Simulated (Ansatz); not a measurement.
**Si (Fm-3m): energy and pressure against volume**

An exercise on one series of results from a longer session: the logs are not shown, and one member is left open.

Program: Ansatz 0.2.0. Level of theory: DFT PBE, scalar-relativistic, plane waves, PAW. These are calculated values, not measurements.

## Starting point

The structure is cubic, space group Fm-3m (No. 225). Conventional cell: a = 3.867 Å, b = 3.867 Å, c = 3.867 Å, α = 90.00°, β = 90.00°, γ = 90.00°. Si (site symmetry m-3m) has 12 Si at 2.73 Å as nearest neighbours.

Structure file:

```
CELL_PARAMETERS angstrom
0.00000 1.93348 1.93348
1.93348 0.00000 1.93348
1.93348 1.93348 0.00000
ATOMIC_POSITIONS crystal
Si 0.00000 0.00000 0.00000
```

An earlier run at PBE left this cell at 14.456 Å³/atom and -0.03 GPa (20×20×20 mesh).

Set-up of the first run:

input.yaml reads:

```yaml
crystal:
  lattice:
    - [0.0, 1.9073532507, 1.9073532507]
    - [1.9073532507, 0.0, 1.9073532507]
    - [1.9073532507, 1.9073532507, 0.0]
  atoms:
    - { symbol: Si, position: [0.0, 0.0, 0.0] }
basis:
  ecutwfc: 420
  ecutrho_ratio: 4
kpoints:
  mp_grid: { grid: [20, 20, 20] }
hamiltonian:
  xc: pbe
scf:
  occupations: { method: gaussian, width: 0.05 }
output:
  forces: true
  stress: true
  eigenvalues: true
```

Started as:

```console
> ansatz run input.yaml --threads 1 --pin off --max-ram 2560MiB --backend cpu --events-out ev --progress --plain --runs-dir out
```

Among the steps run: Volume × 0.96; Volume × 1.04; Volume × 0.92; Volume × 0.88; Volume × 0.84; Volume × 0.8; Volume × 0.76; Volume × 0.72; Volume × 0.68; Volume × 0.64.

One of the session's tables, all rows but one given; the rest of the session is left out.

```
volume (Å³/atom)  energy above the lowest (meV/atom)  pressure (GPa)
           9.252                              1064.6            98.1
           9.830                               756.7            73.5
          10.408                               525.9            55.2
          10.987                               352.9            41.4
          11.565                               223.2            30.3
          12.143                               129.4            21.2
          12.721                                   ?               ?
          13.300                                27.4             8.2
          13.878                                 6.4             3.7
          14.456                                 0.0             0.0
          15.034                                 5.7            -3.1
```

Q: Estimate the row for volume (Å³/atom) = 12.721 from the others.

Worked estimate for «energy above the lowest (meV/atom)». A straight line through the neighbours (12.143, 129.4) and (13.300, 27.4) gives 129.4 + (27.4 − 129.4) × (12.721 − 12.143) / (13.300 − 12.143) = 78.4; a parabola fitted to 4 rows on both sides gives 66.3.

As computed: energy above the lowest (meV/atom): 66.6; pressure (GPa): 13.9. In «energy above the lowest (meV/atom)» the line misses by +11.8 and the parabola by -0.3.

Caveats from the session: The k mesh is not the same at all volumes. Other structures may be lower in enthalpy at these pressures.
